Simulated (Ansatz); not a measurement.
# C: the cost of one run

Program: Ansatz 0.2.0. Level of theory: DFT PBE, scalar-relativistic, plane waves, PAW. These are calculated values, not measurements.

13 further runs of the same task are left out: 1 that didn't finish, 12 set aside as unsound or not needed.

## 1. The system as given

The structure is hexagonal, space group P6/mmm (No. 191). The conventional cell has a = 2.466 Å, b = 2.466 Å, c = 8.524 Å, α = 90.00°, β = 90.00°, γ = 120.00°. C (site symmetry -6m2) has 3 C at 1.42 Å as nearest neighbours.

Coordinates:

```
C
1.0
     2.46647    0.00000    0.00000
    -1.23323    2.13602    0.00000
     0.00000    0.00000    8.52389
C
2
Direct
  0.33333 0.66667 0.00000
  0.66667 0.33333 0.00000
```

It goes back to an entry of the Materials Project, which need not be the stable form.

It is the result of an earlier relaxation at this level (volume 22.45 Å³/atom; gap on the mesh: none (metal)).

## 2. The scan

The energy is mapped over the lattice constants a and c of the conventional cell.

- lattice constant a (and b): 7 values from 2.294 to 2.639 Å
- lattice constant c: 7 values from 8.098 to 8.950 Å

Nothing else is relaxed (symmetry fixes all fractional coordinates). Energies count from the relaxed crystal. Points are written as (first, second).

## 3. Point (2.294 Å, 8.098 Å)

The input, input.yaml:

```yaml
crystal:
  lattice:
    - [2.2938, 0.0, 0.0]
    - [-1.1469, 1.9864890712, 0.0]
    - [0.0, 0.0, 8.0977]
  atoms:
    - { symbol: C, position: [0.3333333333, 0.6666666667, 0.0] }
    - { symbol: C, position: [0.6666666667, 0.3333333333, 0.0] }
basis:
  ecutwfc: 520.0
kpoints:
  mp_grid: { grid: [21, 21, 6] }
hamiltonian:
  xc: pbe
  pseudopotentials: { kind: paw }
scf:
  occupations: { method: gaussian, width: 0.15 }
output:
  forces: true
  stress: true
  eigenvalues: true
```

Launch:

```
$ ansatz run input.yaml --threads 1 --pin off --max-ram 2048MiB --backend cpu --events-out ev --progress --plain --runs-dir out
```

What time and memory should one allow on 1 thread of Arm Neoverse N1, shared host?

About 7.1 s, with a peak of 0.34 GiB.
